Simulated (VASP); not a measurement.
Crystal: BeTe.

```
Be Te
1.0
     0.00000    2.80614    2.80614
     2.80614    0.00000    2.80614
     2.80614    2.80614    0.00000
Be Te
1 1
Direct
  0.00000 0.00000 0.00000
  0.25000 0.25000 0.25000
```

Base run:

```yaml
Program: VASP 6.6.1
Functional: PBE0
Potentials_or_basis: VASP PAW PBE potentials, release 64 (Be, Te)
Cutoff: 520 eV
k_mesh: 8 × 8 × 8
Occupations: gaussian, width 0.03 eV
Spin: no spin polarisation
```

Its results: band gap on the k mesh 3.26 eV, indirect (least direct gap 5.13 eV); pressure 0.5 GPa.

Q: The run is repeated on the same cell with these changes: functional from PBE0 to HSE06. What comes out?

A: Band gap on the k mesh 2.63 eV, indirect (least direct gap 4.48 eV); pressure 0.5 GPa.

Caveats: the PAW data sets were made with another functional, which shifts forces and pressure a little; spin-orbit coupling is left out, which moves the levels of the heavy elements.
